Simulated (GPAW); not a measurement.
Crystal: V.

```xyz
2
Lattice="2.6043 0.0000 0.0000 -1.3021 2.2554 0.0000 0.0000 0.0000 4.7233" Properties=species:S:1:pos:R:3 pbc="T T T"
V     0.0000    1.5036    1.1808
V     1.3021    0.7518    3.5425
```

This isn't the form of V at room conditions, which is bcc.

Base run:

| Quantity | Value |
| --- | --- |
| Program | GPAW 26.7.0 |
| Functional | PBEsol |
| Potentials or basis | PAW data sets generated in the run's folder for this functional |
| Cutoff | 600 eV |
| Basis | pw |
| k mesh | 9 × 9 × 4 |
| Occupations | fermi-dirac, width 0.05 eV |
| Spin | collinear spin, ferromagnetic start |
| Starting moments | [2.0, 2.0] μB |
| Hubbard terms | V d U = 8 eV |

Its results: pressure 75.0 GPa; net moment 5.63 μB per cell; site moments V +2.56 μB.

Q: The run is repeated on the same cell with these changes: hubbard terms from V d U = 8 eV to V d U = 6 eV. What comes out?

A: Pressure 44.5 GPa; net moment 5.98 μB per cell; site moments V +2.56 μB.

Caveats: a pressure of tens of GPa on the cell as given is suspect, and the run, the potentials or the cell itself is likely at fault; the U is typed as a test and isn't derived for this compound.
